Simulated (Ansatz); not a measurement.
A decomposition energy, worked out: Ga4P

Theory: DFT PBE, scalar-relativistic, plane waves, PAW in Ansatz. Settings: cutoff 420 eV, Γ-centred meshes spaced at most about 0.3 Å⁻¹, and about 0.25 Å⁻¹ or finer for metals (2π included), Gaussian smearing. No spin polarisation.

Formation energies are uncorrected and refer to the elements' standard structures at the same level. The references include black phosphorus.

These are static total energies at zero pressure. The reference form of P is held partly by dispersion forces, which this level lacks.

A trial structure of Ga4P (reached from: PbF4 type (I4/mmm); relaxed: space group I4/mmm (No. 139), a = 5.058 Å, c = 7.757 Å) has a formation energy of 0.124 eV/atom. At its composition the lowest mixture among the elements and 1 reference phase computed alike (others may be missing) consists of these:

```
      phase             source  ΔE_f (eV/atom)
 Ga (solid)            element          -0.001
GaP (F-43m)  Materials Project          -0.432
```

The lowest database cell of Ga (-0.001) lies slightly below the reference, hence the non-zero entry.

**Question.** Write the balanced decomposition and find its energy per atom, per formula unit and per mole of formula units.

**Answer.** Balancing Ga and P gives Ga4P → 3 Ga + GaP. The left side holds 5 atoms, and the products take 3/5 (Ga) and 2/5 (GaP) of them. The mixture therefore lies at 3/5 × (-0.001) + 2/5 × (-0.432) = -0.173 eV/atom. The reaction energy is -0.173 − (0.124) = -0.297 eV/atom. Times 5 atoms that is -1.485 eV per Ga4P, and times 96.485 it is -143 kJ per mole of Ga4P. Decomposition is downhill, so the trial structure is unstable against this mixture.
